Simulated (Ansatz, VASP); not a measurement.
CdS in VASP and in Ansatz

```
Cd S
1.0
     3.89844    0.00000    0.00000
     0.00000    5.51149    0.00000
     0.00000    0.00000    3.89810
Cd S
2 2
Cartesian
  1.9492 2.7557 1.0973
  0.0000 0.0000 2.9508
  1.9492 0.0000 0.9947
  0.0000 2.7557 2.9035
```

Change from the starting cell: one atom moved.

Alike in both runs: task single point; functional PBEsol; k mesh 10 × 8 × 10; occupations gaussian, width 0.05 eV; no spin polarisation.

|  | VASP | Ansatz |
| --- | --- | --- |
| version | VASP 6.6.1 | Ansatz 0.2.0 |
| potentials or method | VASP PAW PBE potentials, release 64 (Cd, S) | scalar-relativistic, plane waves, PAW |
| plane-wave cutoff (eV) | 520 | 420 |
| valence electrons in the cell | 36 | 52 |

VASP gave:

```
gap on the k mesh at the Fermi level (eV)       : 0.13
least direct gap on the mesh (eV)               : 0.85
pressure (GPa)                                  : -3.9
largest component of the traceless stress (GPa) : 0.25
rms of the force components (eV/Å)              : 0.084
```

**Question.** Which values does Ansatz return?

**Answer.** gap on the k mesh at the Fermi level (eV): 0.14; least direct gap on the mesh (eV): 0.87; pressure (GPa): -4.3; largest component of the traceless stress (GPa): 0.25; rms of the force components (eV/Å): 0.078.

Atom by atom the forces differ by 0.006 eV/Å (rms over components). The functional is the same, so the differences come from potentials, cutoffs and numerics. The two sets of potentials don't hold the same shells in valence.

Caveats: the PAW data sets were made with another functional, which shifts forces and pressure a little (VASP).
